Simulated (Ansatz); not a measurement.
## Li: a fit and a missing row

Li, Im-3m, a = 3.477 Å. Ansatz: r2SCAN, PAW, 500 eV, Γ-centred 16×16×16 mesh on 1 atom, Gaussian smearing 0.10 eV; no spin polarisation. Symmetry fixes shape and atoms, so the cell is only scaled; pressure is positive in compression.

```
V (Å³/atom) P (GPa)
     19.749     0.91
     20.379     0.43
     21.009     0.01
     21.640    -0.36
     22.270        ?
```

Take V0 = 21.009 Å³/atom, count pressures from its P0 = 0.01 GPa, fit the third-order Birch–Murnaghan form to the other rows, and predict the missing pressure.

With the Eulerian strain f = ½[(V0/V)^(2/3) − 1] and y = (P − P0)/[3f(1 + 2f)^(5/2)], the form is the line y = B0 + 1.5 B0 (B0′ − 4) f. Rows (f, y): 0.02105, 12.86; 0.01025, 12.98; -0.00977, 13.26. Means f = 0.007177, y = 13.033; Σ(Δf)² = 0.0004891, ΣΔfΔy = -0.006410; the slope is their ratio. y = 13.13 − 13.11 f GPa, so B0 = 13.1 GPa and B0′ = 4 + 2 × (-13.11)/(3 × 13.13) = 3.33. At V = 22.270, f = -0.01906, y = 13.380 and P = -0.68 GPa. The run gave -0.68 GPa, the same to the digits shown. The form still works here, 33 % of the fitted range beyond its end.

Cost: 5 runs of about 0.32 core-minutes in all, on Arm Neoverse V2 (shared hosts).